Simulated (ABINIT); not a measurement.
Crystal: WS2 (Tungstenite).

```
W S
1.0
     3.18000    0.00000    0.00000
    -1.59000    2.75396    0.00000
     0.00000    0.00000   12.50000
W S
2 4
Cartesian
  1.5900 0.9180 9.3750
  0.0000 1.8360 3.1250
  1.5900 0.9180 4.6875
  0.0000 1.8360 10.9375
  1.5900 0.9180 1.5625
  0.0000 1.8360 7.8125
```

Base run:

| Quantity | Value |
| --- | --- |
| Program | ABINIT 10.8.3 (patched build) |
| Functional | PBE |
| Potentials or basis | JTH PAW PBE v2.0 |
| Cutoff | 544 eV |
| k mesh | 10 × 10 × 3 |
| Occupations | fermi-dirac, width 0.05 eV |
| Spin | no spin polarisation |

Its results: band gap on the k mesh 1.12 eV, indirect (least direct gap 2.09 eV); pressure 2.3 GPa; largest force 0.148 eV/Å.

Task: The run is repeated on the same cell with these changes: functional from PBE to PBEsol; k mesh from 10 × 10 × 3 to 8 × 8 × 2. What comes out?

Result: Band gap on the k mesh 1.15 eV, indirect (least direct gap 2.18 eV); pressure -2.5 GPa; largest force 0.115 eV/Å.

Several settings changed at once, so the effect can't be laid on one alone.

Caveats: spin-orbit coupling is left out, which moves the levels of the heavy elements; this functional lacks dispersion, which binds the layers, so the pressure and a relaxed spacing across them are unreliable; an odd mesh through Γ misses points on the zone boundary, where band edges often lie (some runs); the PAW data sets were made with another functional, which shifts forces and pressure a little (some runs).

Not every run made on this cell is shown here.
